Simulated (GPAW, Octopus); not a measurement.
Given: the input of a run of GPAW 26.7.0 (ASE script) on Ga. This isn't the form of Ga at room conditions, which is orthorhombic.

The input run.py:

```python
from ase import Atoms
from ase.dft.bandgap import bandgap
from ase.io import write
from ase.units import Bohr, GPa
from gpaw import GPAW, PW, setup_paths
from gpaw.elf import elf_from_dft_calculation

setup_paths.insert(0, '.')

atoms = Atoms(['Ga', 'Ga'],
              cell=[[2.7784220849, 0.0, 0.0],
                    [0.0, 3.28160879, 0.0],
                    [-1.3434310986, 0.0, 3.9902731763]],
              scaled_positions=[[0.13459627, 0.75, 0.77016683],
                                [0.86540373, 0.25, 0.22983317]],
              pbc=True)

calc = GPAW(mode=PW(600),
            xc='PBEsol',
            kpts={'size': (10, 8, 7), 'gamma': True},
            occupations={'name': 'fermi-dirac', 'width': 0.05},
            nbands=10,
            convergence={'density': 1e-05, 'energy': 1e-05},
            maxiter=150,
            txt='gpaw.txt')
atoms.calc = calc
energy = atoms.get_potential_energy()
forces = atoms.get_forces()
stress = atoms.get_stress()
calc.write('gs.gpw')
write('result.traj', atoms)
print(f'Energy: {energy:.6f} eV')
print('Forces (eV/A):')
print(forces.round(4))
print('Stress (GPa):', (stress / GPa).round(3))
print('Fermi level:', round(calc.get_fermi_level(), 4), 'eV')
print(f'Gap: {bandgap(calc)[0]:.4f} eV, direct: {bandgap(calc, direct=True)[0]:.4f} eV')

# fields on the real-space grid
write('density.cube', atoms, data=calc.get_pseudo_density() * Bohr**3)
write('potential.cube', atoms, data=calc.get_electrostatic_potential())
write('elf.cube', atoms, data=elf_from_dft_calculation(calc).data)
```

Potentials or basis: PAW data sets generated in the run's folder for this functional, pw.

The run is started by

```bash
$ gpaw-setup -f PBEsol Ga
$ OMP_NUM_THREADS=1 python run.py
```

**Question.** Set up the same calculation for Octopus 16.4. Potentials or basis there: pseudodojo_pbesol (PseudoDojo 0.4, PBEsol).

**Answer.** As run (cutoffs and basis follow the program's own potentials, and thresholds, step limits or extra output files can differ):

File inp:

```
CalculationMode = gs
UnitsOutput = eV_Angstrom
PeriodicDimensions = 3
ExperimentalFeatures = yes
PseudopotentialSet = pseudodojo_pbesol
%LatticeParameters
 1*angstrom | 1*angstrom | 1*angstrom
%
%LatticeVectors
 2.7784220849 | 0 | 0
 0 | 3.28160879 | 0
 -1.3434310986 | 0 | 3.9902731763
%
%ReducedCoordinates
 "Ga" | 0.13459627 | 0.75 | 0.77016683
 "Ga" | 0.86540373 | 0.25 | 0.22983317
%
%Spacing
 0.12080096*angstrom | 0.12154107*angstrom | 0.12383396*angstrom
%
DerivativesOrder = 8
%KPointsGrid
 10 | 8 | 7
%
KPointsUseSymmetries = yes
XCFunctional = gga_x_pbe_sol + gga_c_pbe_sol
SmearingFunction = fermi_dirac
Smearing = 0.05*eV
ExtraStates = 6
Eigensolver = chebyshev_filter
ConvRelDens = 3e-7
MaximumIter = 120
```

Potentials or basis: pseudodojo_pbesol (PseudoDojo 0.4, PBEsol).

Run with:

```bash
$ OMP_NUM_THREADS=1 octopus > out.log
```

Both were run:

|  | GPAW | Octopus |
| --- | --- | --- |
| Largest force | 0.077 eV/Å | 0.074 eV/Å |

The potentials hold 6 and 26 valence electrons a cell.
